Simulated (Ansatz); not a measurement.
The system is HfN.

```xyz
2
Lattice="0.0000 2.4548 2.4548 2.4548 0.0000 2.4548 2.4548 2.4548 0.0000" Properties=species:S:1:pos:R:3 pbc="T T T"
Hf    0.0000    0.0000    0.0000
N     1.2274    1.2274    1.2274
```

The cell comes from a database or a generator and needn't be the stable form of this composition.

Base run:

```yaml
Program: Ansatz 0.2.0
Functional: PBEsol
Potentials_or_basis: all-electron LAPW, scalar-relativistic
Cutoff: 392 eV (chosen from the basis error)
Basis_error_allowed: 0.001 eV/atom
k_mesh: 9 × 9 × 9
Occupations: fermi-dirac, width 0.05 eV
Spin: no spin polarisation
```

Its results: pressure -5.0 GPa.

The run is repeated on the same cell with these changes: functional from PBEsol to LDA. What comes out?

Pressure -9.6 GPa.

LDA binds more tightly than PBEsol, so the same cell stands under less pressure.
